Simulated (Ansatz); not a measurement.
Runs of Ansatz 0.2.0 on Sb. It takes space group Pm-3m (No. 221, cubic). Conventional cell: a = 3.160 Å, b = 3.160 Å, c = 3.160 Å, α = 90.00°, β = 90.00°, γ = 90.00°. Sb (site symmetry m-3m) has 6 Sb at 3.16 Å as nearest neighbours. This isn't the form of Sb at room conditions, which is rhombohedral.

| task | level | potentials or basis | spin | cell | k mesh | cutoff (eV) | smearing | driver | optimizer | fmax | steps | filter | other keys | mesh quality | gap on the mesh (eV) | pressure (GPa) | relaxed volume (Å³/atom) |
| --- | --- | --- | --- | --- | --- | --- | --- | --- | --- | --- | --- | --- | --- | --- | --- | --- | --- |
| single point | PBEsol | Ansatz PAW | off | cell strained at random at fixed volume | 6 × 7 × 7 | 420 | fermi-dirac 0.1 eV | calculator | - | - | - | - | - | not flagged | - | -4.8 | - |
| relaxation of cell and atoms | RPBE+D3(BJ)+ATM | PseudoDojo stringent | SOC, no magnetisation | relaxed | 6 × 6 × 6 | 1361 | methfessel-paxton 0.1 eV | calculator | LBFGS | 0.02 | 30 | FrechetCellFilter | scf.mixing.preconditioner = kerker; basis.ecutrho_ratio = 9 | not flagged | - | 0.0 | 23.33 |
| single point | PBE+D3(BJ) | SPMS NC | off | cell strained at random at fixed volume | 7 × 7 × 6 | 653 | methfessel-paxton 0.05 eV | calculator | - | - | - | - | - | not flagged | - | -4.8 | - |
| density of states | LDA+D4 | Ansatz PAW | off | as given | 5 × 5 × 5 | 420 | fermi-dirac 0.025 eV | chain | - | - | - | - | scf.mixing.algorithm = broyden; scf.mixing.beta = 0.1 | coarse | none | -8.2 | - |
| relaxation of cell and atoms | LDA | JTH PAW LDA | off | relaxed from: volume scaled by 1.04 | 8 × 8 × 8 | 1950 | tetrahedron | chain | - | - | - | - | accuracy = medium; scf.occupations.width = left out; … | not flagged | none | 0.0 | 27.89 |
| ladder of functionals | BLYP | Ansatz PAW | SOC, no magnetisation | as given | 8 × 8 × 8 | 420 | fermi-dirac 0.1 eV | - | - | - | - | - | - | not flagged | none | 1.9 | - |
| ladder of functionals | BLYP | Ansatz PAW | SOC, no magnetisation | as given | 8 × 8 × 8 | 420 | fermi-dirac 0.1 eV | chain | - | - | - | - | - | not flagged | none | 1.9 | - |
| band structure | LDA | PseudoDojo standard | SOC, no magnetisation | as given | 8 × 8 × 8 | 1088 | tetrahedron | chain | - | - | - | - | - | not flagged | none | (a) | - |

Question: Fill in the values left out.

Answer: (a) -5.9.

Caveats: some runs use coarse meshes; the thresholds are loose for stress (some runs); the potentials were made for another functional, which shifts forces and pressure (some runs); with tetrahedron occupations forces and stress needn't match the slope of the energy (some runs); the volume moved by over 15 % at a fixed basis, so the end points are rough (some runs); pairwise dispersion overbinds metals, which lowers pressure and volume (some runs); the dispersion damping was fitted for another functional or another form of the correction (some runs); the PAW data sets come from PBE, with cores solved anew for the run's functional, which leaves a small shift of forces and pressure (some runs).

A k mesh can miss the band edges, and rows without SOC leave out spin-orbit coupling on Sb.

A gap of «none» marks a metal or a gap under the smearing width.

The runs don't all hold the same shells in valence.
